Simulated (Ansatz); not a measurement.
**Energy landscape near a InSb structure**

All numbers below come from Ansatz, DFT PBEsol, scalar-relativistic, plane waves, PAW.

Settings: cutoff 420 eV, Γ-centred mesh 14×14×14 on the computed 2-atom cell, Gaussian smearing of 0.10 eV; no spin polarisation.

Reference cell:

```yaml
crystal:
  lattice:
    - [-2.94474, 2.94474, 1.63638]
    - [2.94474, -2.94474, 1.63638]
    - [2.94474, 2.94474, -1.63638]
  atoms:
    - { symbol: In, position: [0.25000, 0.75000, 0.50000] }
    - { symbol: Sb, position: [0.00000, 0.00000, 0.00000] }
```

Each variant moves atoms of this cell by the vectors given, if any (Å), and then applies a symmetric strain (tensor components, Cartesian axes). The reference cell isn't relaxed at this level. Energies are per atom at zero smearing, counted from the lowest variant. Pressure is positive in compression.

1. strain (xx yy zz yz xz xy, %) 3.25 3.25 1.75 0.00 0.00 0.00
2. strain (xx yy zz yz xz xy, %) 2.47 2.47 0.97 0.00 0.00 0.00
3. strain (xx yy zz yz xz xy, %) -4.89 -4.89 1.11 0.00 0.00 0.00

```tsv
result	ΔE (meV/atom)	P (GPa)
A	29.9	-4.90
B	52.7	-5.52
C	0.0	2.41
```

Task: Which variant gave which result?

Result: A is 2, B is 1, C is 3. The pressure falls as the cell grows: from the smallest volume to the largest the variants are 3, 2, 1.

This form isn't the usual stable structure of the compound.